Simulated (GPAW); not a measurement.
# ZrS2 (P-3m1) in GPAW: notebook

The runs below take ZrS2 through band structure, with r2SCAN.

Program: GPAW 26.7.0. These are calculated values, not measurements. Logs are shortened: lines on timing, memory, paths and dates and some standing lists are left out, and cuts for length are marked. The log counts tension as positive stress, the text compression.

**The experiment to reproduce.**

“Stress-Tuned Optical Transitions in Layered 1T-MX2 (M= Hf, Zr, Sn; X= S, Se) Crystals”, 2022, arxiv:2210.12074 quotes, for a bulk crystal of ZrS2: band gap 1.68 eV (indirect).

The results are compared with them further down.

## Step 1: Starting point

It takes space group P-3m1 (No. 164, trigonal). The conventional cell has a = 3.691 Å, b = 3.691 Å, c = 6.041 Å, α = 90.00°, β = 90.00°, γ = 120.00°. Zr (site symmetry -3m) has 6 S at 2.57 Å as nearest neighbours. S (site symmetry 3m) is surrounded by 3 Zr at 2.57 Å.

The cell is a database's computed one.

## Step 2: Band structure, r2SCAN

Contents of run.py:

```python
from ase.dft.bandgap import bandgap
from ase.io import read, write
from ase.units import Bohr, GPa
from gpaw import GPAW, PW
from gpaw.elf import elf_from_dft_calculation

atoms = read('POSCAR')

calc = GPAW(mode=PW(600),
            xc='MGGA_X_R2SCAN+MGGA_C_R2SCAN',
            kpts={'size': (8, 8, 5), 'gamma': True},
            occupations={'name': 'fermi-dirac', 'width': 0.05},
            nbands=24,
            convergence={'density': 1e-05, 'energy': 1e-05},
            maxiter=150,
            txt='gpaw.txt')
atoms.calc = calc
energy = atoms.get_potential_energy()
forces = atoms.get_forces()
stress = atoms.get_stress()
calc.write('gs.gpw')
write('result.traj', atoms)
print(f'Energy: {energy:.6f} eV')
print('Forces (eV/A):')
print(forces.round(4))
print('Stress (GPa):', (stress / GPa).round(3))
print('Fermi level:', round(calc.get_fermi_level(), 4), 'eV')
print(f'Gap: {bandgap(calc)[0]:.4f} eV, direct: {bandgap(calc, direct=True)[0]:.4f} eV')

# fields on the real-space grid
write('density.cube', atoms, data=calc.get_pseudo_density() * Bohr**3)
write('potential.cube', atoms, data=calc.get_electrostatic_potential())
write('elf.cube', atoms, data=elf_from_dft_calculation(calc).data)

path = atoms.cell.bandpath('GMKGALHA,LM,KH', npoints=100, eps=1e-4)
bs_calc = calc.fixed_density(kpts=path, symmetry='off', nbands=39,
                             convergence={'bands': 'CBM+6.0', 'eigenstates': 1e-6}, txt='bands.txt')
bs = bs_calc.band_structure()
bs.write('bs.json')
print(f'Gap on the path: {bandgap(bs_calc)[0]:.4f} eV')
```

Contents of POSCAR:

```
ZrS2
1.0
    3.6913825498      0.0000000000      0.0000000000
   -1.8456912749      3.1968310632      0.0000000000
    0.0000000000      0.0000000000      6.0410770100
Zr S
1 2
Direct
    0.0000000000      0.0000000000      0.0000000000
    0.3333333333      0.6666666667      0.2379099700
    0.6666666667      0.3333333333      0.7620900300
```

Potentials or basis: GPAW PAW data sets (gpaw-data 1.2.1), pw.

The run is started by

```console
> OMP_NUM_THREADS=1 python run.py
```

gpaw.txt:

```text
__  _  _
 | _ |_)|_||  |
 |__||  | ||/\| - 26.7.0

Input parameters:
  mode=PW(ecut=600.0),
  convergence={'density': 1e-05, 'energy': 1e-05},
  kpts=MonkhorstPack(size=(8, 8, 5), gamma=True),
  maxiter=150,
  nbands=24,
  occupations=Occupations(name='fermi-dirac', width=0.05),
  xc=XC(name='MGGA_X_R2SCAN+MGGA_C_R2SCAN')

Diagonalizing LCAO Hamiltonian
Converting LCAO to pw mode

            S

        S

       Zr

Atoms  # Å, Bohr magnetons
|   | symbol |         x |        y |        z |    initial magnetic moments |
|---|--------|-----------|----------|----------|-----------------------------|
| 0 |     Zr |  0.000000 | 0.000000 | 0.000000 | ( 0.0000,  0.0000,  0.0000) |
| 1 |      S | -0.000000 | 2.131221 | 1.437232 | ( 0.0000,  0.0000,  0.0000) |
| 2 |      S |  1.845691 | 1.065610 | 4.603845 | ( 0.0000,  0.0000,  0.0000) |

Unit cell  # Å
| periodic |         x |        y |        z |  lengths |     angles |
|----------|-----------|----------|----------|----------|------------|
|      yes |  3.691383 | 0.000000 | 0.000000 | 3.691383 |  90.000000 |
|      yes | -1.845691 | 3.196831 | 0.000000 | 3.691383 |  90.000000 |
|      yes |  0.000000 | 0.000000 | 6.041077 | 6.041077 | 120.000000 |

Number of symmetries: 12
Symmetry operations  # r_c * U_cc + t_c -> r_c
|    | kind |            matrix            |
|----|------|------------------------------|
|  0 |  σ   |  1, 1, 0,  0,-1, 0,  0, 0, 1 |
|  1 |  S6  |  1, 1, 0, -1, 0, 0,  0, 0,-1 |
|  2 |  E   |  1, 0, 0,  0, 1, 0,  0, 0, 1 |
|  3 |  C2  |  1, 0, 0, -1,-1, 0,  0, 0,-1 |
|  4 |  C2  |  0, 1, 0,  1, 0, 0,  0, 0,-1 |
|  5 |  C3  |  0, 1, 0, -1,-1, 0,  0, 0, 1 |
|  6 |  S6  |  0,-1, 0,  1, 1, 0,  0, 0,-1 |
|  7 |  σ   |  0,-1, 0, -1, 0, 0,  0, 0, 1 |
|  8 |  σ   | -1, 0, 0,  1, 1, 0,  0, 0, 1 |
|  9 |  i   | -1, 0, 0,  0,-1, 0,  0, 0,-1 |
| 10 |  C3  | -1,-1, 0,  1, 0, 0,  0, 0, 1 |
| 11 |  C2  | -1,-1, 0,  0, 1, 0,  0, 0,-1 |

BZ-sampling:
  Number of BZ points: 320
  Number of IBZ points: 40

  Monkhorst-Pack size: [8, 8, 5]
  Monkhorst-Pack shift: [0.0625, 0.0625, 0.0]

K-points  # in reciprocal-cell coordinates
|     |                                coordinates |     weight |
|-----|--------------------------------------------|------------|
|   0 | (  0.00000000,   0.00000000,   0.00000000) | 0.00312500 |
|   1 | (  0.00000000,   0.00000000,   0.20000000) | 0.00625000 |
|   2 | (  0.00000000,   0.00000000,   0.40000000) | 0.00625000 |
|   3 | (  0.12500000,   0.00000000,  -0.40000000) | 0.01875000 |
|   4 | (  0.12500000,   0.00000000,  -0.20000000) | 0.01875000 |
|   5 | (  0.12500000,   0.00000000,   0.00000000) | 0.01875000 |
|   6 | (  0.12500000,   0.00000000,   0.20000000) | 0.01875000 |
|   7 | (  0.12500000,   0.00000000,   0.40000000) | 0.01875000 |
|   8 | (  0.25000000,  -0.12500000,   0.00000000) | 0.01875000 |
|   9 | (  0.25000000,  -0.12500000,   0.20000000) | 0.03750000 |
| ... |                                            |            |
|  39 | (  0.50000000,   0.50000000,   0.40000000) | 0.01875000 |

Plane wave coefficients: 2430
Cutoff: 600.0 eV

Spin-components: 1 (collinear spins)
Bands:           24
Projectors:      16
Spin-degeneracy: 2
Datatype:        complex128

Parallelization:
  kpt:    1
  domain: 1
  band:   1

Density:
  Valence electrons: 24.0
  Components: 1
  Grid points: [21 21 35]
  Charge: 0.0  # |e|

Potential:
  Grid points: [21 21 35]

species:
  Zr:
    name:    Zirconium
    Z:       40.0
    valence: 12
    core:    28
    charge:  0.0  # [|e|]
    compensation charges:
      type: gauss
      rc: 0.40  # [Å]
      lmax: 2
    cutoffs:
      filter: 2.39  # [Å]
      core: 1.59  # [Å]
    projectors
    | kind |    occ | energy [eV] | rcut [Å] |
    |------|--------|-------------|----------|
    |   4s |  2.000 |     -54.478 |    1.323 |
    |   5s |  2.000 |      -4.438 |    1.323 |
    |   4p |  6.000 |     -32.467 |    1.334 |
    |   5p |  0.000 |      -1.470 |    1.334 |
    |   4d |  2.000 |      -3.600 |    1.244 |
    |    d |        |      23.611 |    1.244 |

    Using partial waves for Zr as LCAO basis

  S:
    name:    Sulfur
    Z:       16.0
    valence: 6
    core:    10
    charge:  0.0  # [|e|]
    compensation charges:
      type: gauss
      rc: 0.24  # [Å]
      lmax: 2
    cutoffs:
      filter: 1.77  # [Å]
      core: 1.66  # [Å]
    projectors
    | kind |    occ | energy [eV] | rcut [Å] |
    |------|--------|-------------|----------|
    |   3s |  2.000 |     -17.254 |    0.974 |
    |   3p |  4.000 |      -7.008 |    0.979 |
    |    s |        |       9.957 |    0.974 |
    |    p |        |      20.203 |    0.979 |
    |    d |        |       0.000 |    0.900 |

    Using partial waves for S as LCAO basis

Reference energy: -119608.811030  # eV

eigensolver:
  PPCG
  Converge bands: occupied
  niter=2

density mixing:
  MSR1-Mixer
  Pratt-step length: 0.05
  Maximum mixing coefficient: 0.75
  Old densities: 10
  SVD Regularization: 0.005
  Good broyden scale: 1.0
  Trust region scale: 1.0
  Backstep threshold: 4.0
  History deletion threshold: 6.0
  Fourier metric: weight=20.0, sigma=0.015

occupation numbers:
  Fermi-Dirac:
    width: 0.0500  # eV

poisson solver:
  ecut: 4800.0  # eV

xc functional:
  name: MGGA_X_R2SCAN+MGGA_C_R2SCAN with 2 nearest neighbor stencil

convergence criteria:
- Maximum integral of absolute [dens]ity change: 1e-05 electrons / valence electron
- Maximum [total energy] change in last 3 cyles: 1e-05 eV / valence electron
- Maximum integral of absolute [eigenst]ate change: 4e-08 eV^2 / valence electron
maximum number of iterations: 150

SCF iterations
|iter     | |      energy | eigst |  dens |
|---------|-|-------------|-------|-------|
|iter:   1| |  -46.902354 | +0.15 |       |
|iter:   2| |  -40.292141 | -1.18 | -1.06 |
|iter:   3| |-5671957.795634 | +6.45 | -1.04 |
|iter:   4| |  -34.074977 | +1.80 | +2.12 |
|iter:   5| |  -38.696255 | +1.20 | -0.22 |
|iter:   6| |  -39.790728 | -0.50 | -1.32 |
|iter:   7| |  -39.787332 | -2.09 | -1.54 |
|iter:   8| |  -39.780741 | -2.63 | -1.85 |
|iter:   9| |  -39.781053 | -3.26 | -2.31 |
|iter:  10| |  -39.781168 | -4.56 | -2.81 |
|iter:  11| |  -39.781172c| -5.65 | -3.55 |
|iter:  12| |  -39.781170c| -6.54 | -3.84 |
|iter:  13| |  -39.781169c| -7.53c| -4.75 |
|iter:  14| |  -39.781169c| -8.03c| -5.00c|

Converged in 14 steps
Energy contributions relative to reference atoms: (reference = -119608.811030)

Energy contributions:
  Kinetic:           6.949114
  Coulomb:         -10.776549
  Zero:              0.187831
  External:          0.000000
  Xc:              -36.141566
  Entropy:          -0.000000
  Spinorbit:         0.000000
  ----------------------------
  Free energy:     -39.781169
  Extrapolated:    -39.781169

dipole moment: (-6.745804, -11.684075, -22.079488)  # |e|*Ang

Fermi level: 5.008
Eigenvalues  # (at kpt = [0.000, 0.000, 0.000])
| band index |      eig [eV] | occ [0-2] |
|------------|---------------|-----------|
|          0 |       -46.318 |     2.000 |
|        ... |               |           |
|          4 |        -8.796 |     2.000 |
|          5 |        -7.348 |     2.000 |
|          6 |         0.050 |     2.000 |
|          7 |         1.436 |     2.000 |
|          8 |         1.436 |     2.000 |
|          9 |         4.217 |     2.000 |
[... 8 lines left out ...]
|         18 |        10.859 |     0.000 |
|         19 |        14.489 |     0.000 |
|        ... |               |           |
|         23 |        18.892 |     0.000 |

Gap: 1.365 eV
Transition (v -> c):
  (s=0, k=5, n=11, [0.12, 0.00, 0.00]) -> (s=0, k=39, n=12, [0.50, 0.50, 0.40])
Direct/indirect transitions are different
Direct gap: 1.953 eV
Transition at: (s=0, k=0, n=11, [0.00, 0.00, 0.00])

Forces  # eV/Ang
|        x |        y |        z |
|----------|----------|----------|
|  0.00000 |  0.00000 |  0.00000 |  # Zr   0
|  0.00000 |  0.00000 | -0.03518 |  # S    1
| -0.00000 | -0.00000 |  0.03518 |  # S    2

Stress tensor  # eV/Ang^3
|        x |        y |        z |
|----------|----------|----------|
| 0.001538 | 0.000000 | 0.000000 |
| 0.000000 | 0.001538 | 0.000000 |
| 0.000000 | 0.000000 | 0.000917 |

# Writing to gs.gpw (mode='')
```

bands.txt:

```text
Diagonalizing LCAO Hamiltonian
Converting LCAO to pw mode
convergence criteria:
- Maximum integral of absolute [eigenst]ate change: 1e-06 eV^2 / valence electron
maximum number of iterations: 150

SCF iterations
|iter     | |      energy | eigst |  dens |
|---------|-|-------------|-------|-------|
[... 105 lines left out ...]
         [0.33333333, 0.33333333, 0.        ],
         [0.33333333, 0.33333333, 0.0625    ],
         [0.33333333, 0.33333333, 0.125     ],
         [0.33333333, 0.33333333, 0.1875    ],
         [0.33333333, 0.33333333, 0.25      ],
         [0.33333333, 0.33333333, 0.3125    ],
         [0.33333333, 0.33333333, 0.375     ],
         [0.33333333, 0.33333333, 0.4375    ],
         [0.33333333, 0.33333333, 0.5       ]])),
  maxiter=150,
  nbands=39,
  occupations=Occupations(name='fermi-dirac', width=0.05),
  symmetry=Symmetry(point_group=False, time_reversal=False),
  xc=XC(name='MGGA_X_R2SCAN+MGGA_C_R2SCAN')
```

It took 5.7 min on 1 thread of Arm Neoverse V2, shared host; peak memory 0.54 GiB.

Results:

```
Free energy             : -39.7812 eV
Pressure                : -0.2 GPa
Largest force           : 0.035 eV/Å
Band gap on the k mesh  : 1.37 eV, indirect (least direct gap 1.95 eV)
Band gap along the path : 1.34 eV, indirect (least direct gap 1.95 eV)
```

Forces on the atoms (eV/Å):
```
Zr   0.000  0.000  0.000
S    0.000  0.000 -0.035
S    0.000  0.000  0.035
```

Levels at the corners of the path, in eV from the valence-band top:
| point | band 9 | band 10 | band 11 | band 12 | band 13 | band 14 | band 15 | band 16 |
| --- | --- | --- | --- | --- | --- | --- | --- | --- |
| Γ | -2.90 | -0.11 | -0.11 | -0.05 | 1.90 | 1.90 | 2.80 | 5.32 |
| M | -2.56 | -2.38 | -1.70 | -1.23 | 1.50 | 3.61 | 3.89 | 6.00 |
| K | -3.35 | -2.02 | -2.02 | -1.47 | 2.55 | 3.54 | 3.54 | 5.31 |
| Γ | -2.90 | -0.11 | -0.11 | -0.05 | 1.90 | 1.90 | 2.80 | 5.32 |
| A | -2.87 | -1.61 | -0.21 | -0.21 | 1.87 | 1.88 | 3.15 | 5.61 |
| L | -2.67 | -2.25 | -1.03 | -0.82 | 1.34 | 3.59 | 3.89 | 5.61 |
| H | -3.10 | -1.91 | -1.81 | -1.81 | 2.65 | 3.30 | 3.30 | 5.81 |
| A | -2.87 | -1.61 | -0.21 | -0.21 | 1.87 | 1.88 | 3.15 | 5.61 |
| L | -2.67 | -2.25 | -1.03 | -0.82 | 1.34 | 3.59 | 3.89 | 5.61 |
| M | -2.56 | -2.38 | -1.70 | -1.23 | 1.50 | 3.61 | 3.89 | 6.00 |
| K | -3.35 | -2.02 | -2.02 | -1.47 | 2.55 | 3.54 | 3.54 | 5.31 |
| H | -3.10 | -1.91 | -1.81 | -1.81 | 2.65 | 3.30 | 3.30 | 5.81 |

Caveat: the PAW data sets were made with another functional, which shifts forces and pressure a little.

## Step 3: Band structure, r2SCAN, spin-orbit coupling, no magnetisation

Changes to run.py since step 2:

```diff
@@ -1 +1,2 @@
+import numpy as np
 from ase.dft.bandgap import bandgap
@@ -5,4 +6,5 @@
 from gpaw.elf import elf_from_dft_calculation
+from gpaw.spinorbit import soc_eigenstates
 
-atoms = read('POSCAR')
+atoms = read('ZrS2.xyz')
 
@@ -10,3 +12,3 @@
             xc='MGGA_X_R2SCAN+MGGA_C_R2SCAN',
-            kpts={'size': (8, 8, 5), 'gamma': True},
+            kpts={'size': (6, 6, 4), 'gamma': True},
             occupations={'name': 'fermi-dirac', 'width': 0.05},
@@ -34,3 +36,3 @@
 
-path = atoms.cell.bandpath('GMKGALHA,LM,KH', npoints=100, eps=1e-4)
+path = atoms.cell.bandpath('GMKGALHA,LM,KH', npoints=80, eps=1e-4)
 bs_calc = calc.fixed_density(kpts=path, symmetry='off', nbands=39,
@@ -40 +42,7 @@
 print(f'Gap on the path: {bandgap(bs_calc)[0]:.4f} eV')
+
+soc = soc_eigenstates(bs_calc, theta=90, phi=45, ignore_xc_potential=True)
+np.savetxt('soc_bands.dat', soc.eigenvalues(), fmt='%.4f')
+mesh = soc_eigenstates('gs.gpw', theta=90, phi=45, ignore_xc_potential=True)
+np.savetxt('soc_mesh.dat', mesh.eigenvalues(), fmt='%.4f')
+print('Fermi level with spin-orbit coupling:', round(mesh.fermi_level, 4), 'eV')
```

Contents of ZrS2.xyz:

```xyz
3
Lattice="3.6913825498 0.0000000000 0.0000000000 -1.8456912749 3.1968310632 0.0000000000 0.0000000000 0.0000000000 6.0410770100" Properties=species:S:1:pos:R:3 pbc="T T T"
Zr     0.0000000000      0.0000000000      0.0000000000
S     -0.0000000002      2.1312207089      1.4372324502
S      1.8456912751      1.0656103543      4.6038445598
```

Potentials or basis: GPAW PAW data sets (gpaw-data 1.2.1), pw.

The run is started by

```console
> OMP_NUM_THREADS=1 python run.py
```

It took 4.2 min on 1 thread of Arm Neoverse V2, shared host; peak memory 0.51 GiB.

Results (log left out):

- Free energy: -39.7755 eV
- Pressure: -0.2 GPa
- Largest force: 0.040 eV/Å
- Band gap on the k mesh: 1.37 eV, indirect (least direct gap 1.92 eV)
- Band gap along the path: 1.34 eV, indirect (least direct gap 1.92 eV)

Forces in eV/Å, atoms in the order of the input:
```
Zr   0.000  0.000  0.000
S    0.000  0.000 -0.040
S    0.000  0.000  0.040
```

Levels at the corners of the path, in eV from the valence-band top:
| point | band 21 | band 22 | band 23 | band 24 | band 25 | band 26 | band 27 | band 28 |
| --- | --- | --- | --- | --- | --- | --- | --- | --- |
| Γ | -0.07 | -0.07 | -0.03 | -0.03 | 1.89 | 1.89 | 1.90 | 1.90 |
| M | -1.71 | -1.71 | -1.23 | -1.23 | 1.50 | 1.50 | 3.59 | 3.59 |
| K | -2.02 | -2.02 | -1.47 | -1.47 | 2.54 | 2.54 | 3.50 | 3.50 |
| Γ | -0.07 | -0.07 | -0.03 | -0.03 | 1.89 | 1.89 | 1.90 | 1.90 |
| A | -0.25 | -0.25 | -0.17 | -0.17 | 1.87 | 1.87 | 1.87 | 1.87 |
| L | -1.05 | -1.05 | -0.81 | -0.81 | 1.34 | 1.34 | 3.58 | 3.58 |
| H | -1.81 | -1.81 | -1.81 | -1.81 | 2.64 | 2.64 | 3.26 | 3.26 |
| A | -0.25 | -0.25 | -0.17 | -0.17 | 1.87 | 1.87 | 1.87 | 1.87 |
| L | -1.05 | -1.05 | -0.81 | -0.81 | 1.34 | 1.34 | 3.58 | 3.58 |
| M | -1.71 | -1.71 | -1.23 | -1.23 | 1.50 | 1.50 | 3.59 | 3.59 |
| K | -2.02 | -2.02 | -1.47 | -1.47 | 2.54 | 2.54 | 3.50 | 3.50 |
| H | -1.81 | -1.81 | -1.81 | -1.81 | 2.64 | 2.64 | 3.26 | 3.26 |

Caveat: spin-orbit coupling was added after a scalar SCF, so levels and gaps hold it while energy, forces, pressure and moments don't; this program's spin-orbit splittings come out too wide for heavy elements; the PAW data sets were made with another functional, which shifts forces and pressure a little.

## Step 4: Comparison with measurements

Step 2. A measured gap of ZrS2 is 1.68 eV (indirect; quoted in “Stress-Tuned Optical Transitions in Layered 1T-MX2 (M= Hf, Zr, Sn; X= S, Se) Crystals”, 2022, arxiv:2210.12074); the calculated 1.34 eV misses it by -0.34 eV. Spin-orbit coupling on Zr is left out. The value is that of r2SCAN, without temperature or zero-point motion. The cell is a database's relaxed one, not the measured one, which moves gaps too.

Step 3. Against the measured gap of ZrS2, 1.68 eV (indirect; quoted in “Stress-Tuned Optical Transitions in Layered 1T-MX2 (M= Hf, Zr, Sn; X= S, Se) Crystals”, 2022, arxiv:2210.12074), the calculated 1.34 eV is off by -0.34 eV. The value is that of r2SCAN, without temperature or zero-point motion. The cell is a database's relaxed one, not the measured one, which moves gaps too.
